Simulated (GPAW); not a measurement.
Crystal: KTaO3.

```
CELL_PARAMETERS angstrom
3.98830 0.00000 0.00000
0.00000 3.98830 0.00000
0.00000 0.00000 3.98830
ATOMIC_POSITIONS crystal
Ta 0.00000 0.00000 0.00000
K 0.50000 0.50000 0.50000
O 0.00000 0.00000 0.50000
O 0.00000 0.50000 0.00000
O 0.50000 0.00000 0.00000
```

Program: GPAW 26.7.0. Alike in all runs: cell as given; cutoff (eV) 800; smearing fermi-dirac 0.05 eV.

**Question.** Order these runs on this cell by their band gap on the k mesh, lowest first.
A. level PBE; potentials or basis GPAW PAW data sets (gpaw-data 1.2.1), pw; spin SOC, no magnetisation; k mesh 6 × 6 × 6; band path GXMGRX,MR; band points 60; spin axis theta (degrees) 90; spin axis phi (degrees) 0
B. level r2SCAN; potentials or basis GPAW PAW data sets (gpaw-data 1.2.1), pw; spin SOC, no magnetisation; k mesh 6 × 6 × 6; band path GXMGRX,MR; band points 60; spin axis theta (degrees) 90; spin axis phi (degrees) 45
C. level TB-mBJ; potentials or basis GPAW PAW data sets for LDA (gpaw-data 1.2.1), pw; spin off; k mesh 8 × 8 × 8
D. level PBE; potentials or basis GPAW PAW data sets (gpaw-data 1.2.1), pw; spin off; k mesh 7 × 7 × 7

**Answer.** A (2.01 eV), D (2.24 eV), B (2.44 eV), C (3.51 eV).

Caveats: spin-orbit coupling was added after a scalar SCF, so levels and gaps hold it while energy, forces, pressure and moments don't (some runs); this program's spin-orbit splittings come out too wide for heavy elements (some runs); spin-orbit coupling is left out, which moves the levels of the heavy elements (some runs); an odd mesh through Γ misses points on the zone boundary, where band edges often lie (some runs); a model potential gives levels but no total energy (some runs).

Not every run made on this cell is shown here.
